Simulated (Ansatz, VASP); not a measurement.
**Two plane-wave programs on PbS**

```
Pb S
1.0
     0.00000    2.97234    2.97234
     2.97234    0.00000    2.97234
     2.97234    2.97234    0.00000
Pb S
1 1
Direct
  0.00000 0.00000 0.00000
  0.50000 0.50000 0.50000
```

Alike in both runs: task single point; functional r2SCAN; k mesh 7 × 7 × 7; no spin polarisation.

```csv
,VASP,Ansatz
version,VASP 6.6.1,Ansatz 0.2.0
potentials or method,"VASP PAW PBE potentials, release 64 (Pb_d, S)",PAW plane waves
plane-wave cutoff (eV),520,500
occupations,"fermi-dirac, width 0.1 eV",fermi-dirac
valence electrons in the cell,20,20
```

VASP gave:

| Quantity | Value |
| --- | --- |
| pressure (GPa) | 0.8 |

Problem. Estimate Ansatz's values.

Solution. Pressure (GPa): 0.9.

Caveats: the PAW data sets were made with another functional, which shifts forces and pressure a little (VASP). The runs have no spin-orbit coupling, so splittings on Pb are missing.
